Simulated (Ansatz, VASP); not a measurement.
## One calculation of CoSi2, two programs

```
Co Si
1.0
     2.59954    2.59954    0.00000
    -2.68588    2.68588    0.00000
     0.00000    0.00000    5.46414
Co Si
2 4
Direct
  0.00000 0.00000 0.00000
  0.50000 0.50000 0.50000
  0.00000 0.50000 0.75537
  0.50000 0.00000 0.74463
  0.50000 0.00000 0.25537
  0.00000 0.50000 0.24463
```

Change from the starting cell: uniaxial strain along a, b, c and atoms relaxed: -3.0 %.

Alike in both runs: functional PBE; k mesh 10 × 10 × 8; occupations gaussian, width 0.1 eV; no spin polarisation.

Ansatz relaxed the structure, and its values are those at the end. VASP's run is a single point on that final structure, the one shown.

```csv
,VASP,Ansatz
version,VASP 6.6.1,Ansatz 0.2.0
potentials or method,"VASP PAW PBE potentials, release 64 (Co, Si)","scalar-relativistic, plane waves, PAW"
plane-wave cutoff (eV),520,420
valence electrons in the cell,34,50
```

|  | VASP | Ansatz | Ansatz less VASP |
| --- | --- | --- | --- |
| gap on the k mesh at the Fermi level (eV) | none | none | - |
| pressure (GPa) | 1.6 | 1.7 | +0.14 |

A gap of «none» marks a metal or a gap that the smearing closes. The two sets of potentials don't hold the same shells in valence.

Spin polarisation is off, so any magnetic state and its effect on volume and gap are missing.
